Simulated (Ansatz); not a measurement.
# I: the cost of one run

Computed with Ansatz 0.2.0 (DFT PBE, scalar-relativistic, plane waves, PAW, unless a step's input says otherwise).

## Step 1: The system as given

The structure is tetragonal, space group P4/mmm (No. 123). The conventional cell has a = 2.545 Å, b = 2.545 Å, c = 6.223 Å, α = 90.00°, β = 90.00°, γ = 90.00°. I (site symmetry 4/mmm) has 4 I at 2.55 Å as nearest neighbours.

As a file:

```cif
data_structure
_symmetry_space_group_name_H-M 'P4/mmm'
_symmetry_Int_Tables_number 123
_cell_length_a 2.5454
_cell_length_b 2.5454
_cell_length_c 6.2232
_cell_angle_alpha 90.000
_cell_angle_beta 90.000
_cell_angle_gamma 90.000
_cell_volume 40.32
loop_
_atom_site_label
_atom_site_type_symbol
_atom_site_symmetry_multiplicity
_atom_site_Wyckoff_symbol
_atom_site_fract_x
_atom_site_fract_y
_atom_site_fract_z
_atom_site_occupancy
I1 I 1 c 0.50000 0.50000 0.00000 1
```

Recipe of the guess: random cell by space group and Wyckoff sites (P4/mmm, No. 123). The dimensions are guesses.

## Step 2: The guess as it stands, on a coarse mesh

Input file input.yaml:

```yaml
crystal:
  lattice:
    - [2.54542843, 0.0, 0.0]
    - [0.0, 2.54542843, 0.0]
    - [0.0, 0.0, 6.22322681]
  atoms:
    - { symbol: I, position: [0.5, 0.5, 0.0] }
basis:
  ecutwfc: 420
kpoints:
  mp_grid: { grid: [6, 6, 4] }
hamiltonian:
  xc: pbe
scf:
  occupations: { method: gaussian, width: 0.1 }
  lower_state_search: "off"
output:
  forces: true
  stress: true
  eigenvalues: true
```

Run with:

```sh
ansatz run input.yaml --threads 1 --pin off --max-ram 2048MiB --backend cpu --events-out ev --progress --plain --runs-dir out
```

Q: Estimate wall time and peak memory on 1 thread of Arm Neoverse V1, shared host.

About 1.2 s, with a peak of 0.27 GiB.
